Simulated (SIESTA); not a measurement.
Here is a SIESTA 5.4.2 calculation.

Hg.fdf

```
SystemName                      Hg
SystemLabel                     Hg
NumberOfSpecies                 1
NumberOfAtoms                   5
%block ChemicalSpeciesLabel
  1  80 Hg
%endblock ChemicalSpeciesLabel

UseStructFile                   true

%block kgrid.MonkhorstPack
    9   0   0  0.0
    0   9   0  0.0
    0   0   1  0.0
%endblock kgrid.MonkhorstPack
XC.Functional                   GGA
XC.Authors                      PBEsol
PAO.BasisSize                   DZP
PAO.EnergyShift                 0.003 Ry
Mesh.Cutoff                     800 Ry
OccupationFunction              FD
ElectronicTemperature           0.05 eV
Slab.DipoleCorrection           vacuum
MaxSCFIterations                120
SCF.MustConverge                false
SCF.Mixer.Method                Pulay
SCF.Mixer.Weight                0.25
SCF.Mixer.History               8
SCF.DM.Tolerance                5.0e-05
SCF.H.Tolerance                 1.0e-03 eV
WriteForces                     true
Charge.Mulliken                 end
%block PAO.Basis
  Hg 5
  n=5 0 2
    2.588 0.000
  n=6 0 2
    5.681 0.000
  n=5 1 2
    3.064 0.000
  n=6 1 1
    5.681
  n=5 2 2
    4.967 0.000
%endblock PAO.Basis
```

Contents of Hg.STRUCT_IN:

```
   2.9968802835     0.0000000000     0.0000000000
   0.9995355168     2.8252823194     0.0000000000
   0.0000000000     0.0000000000    25.9419561951
5
1  80    0.7498920115     0.7498920116     0.2891069565
1  80    0.4997840231     0.4997840231     0.3945534782
1  80    0.2496760346     0.2496760347     0.5000000000
1  80    0.9995680462     0.9995680462     0.6054465218
1  80    0.7494600577     0.7494600578     0.7108930435
```

Potentials or basis: PseudoDojo 0.4 standard (PBEsol files), DZP (energy shift 0.003 Ry; two zetas on semicore shells).

Launch:

```bash
$ siesta < Hg.fdf > Hg.out 2>&1
```

Estimate the band gap on the k mesh.

none (metal or under the smearing width).

What does it give for the largest force?

0.160 eV/Å.

Forces on the atoms (eV/Å):
```
Hg   0.042  0.030  0.152
Hg  -0.011 -0.007  0.134
Hg   0.000  0.000  0.000
Hg   0.010  0.007 -0.135
Hg  -0.040 -0.028 -0.152
```

Caveat: the valence orbitals were made in a potential fitted to the semicore shell under them, which widens gaps by tenths of an eV or more; the basis of atomic orbitals isn't converged, which shifts pressures, moduli and gaps. Spin-orbit coupling is left out, which matters for the levels of Hg.
